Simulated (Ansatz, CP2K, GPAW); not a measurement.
# One calculation of SiC, 3 ways

```xyz
2
Lattice="3.0816 0.0000 0.0000 1.5408 2.6687 0.0000 1.5408 0.8896 2.5161" Properties=species:S:1:pos:R:3 pbc="T T T"
Si    0.0000    0.0000    0.0000
C     4.6224    2.6687    1.8871
```

Alike in all runs: task single point; functional PBEsol; k mesh 10 × 10 × 10; occupations gaussian, width 0.1 eV; no spin polarisation; no spin-orbit coupling. Pressure is positive in compression and, in plane waves, holds the error of the finite cutoff.

```csv
program and potentials,plane-wave cutoff (eV),notes,band gap (eV),pressure (GPa)
"CP2K, POTENTIAL_UZH Si GTH-PBE-q4, C GTH-PBE-q4; TZVP-MOLOPT-PBE-GTH basis",-,atomic basis; potentials made for PBE,1.41,1.73
"GPAW, PAW data sets generated for this functional",800,-,?,?
"Ansatz, all-electron LAPW, scalar-relativistic",-,-,1.24,-0.23
```

Task: Estimate from the other rows what the run with GPAW, PAW data sets generated for this functional gave.

Result: Band gap 1.24 eV; pressure 0.99 GPa. The other rows, which needn't bracket it: band gap 1.24 to 1.41; pressure -0.23 to 1.73.
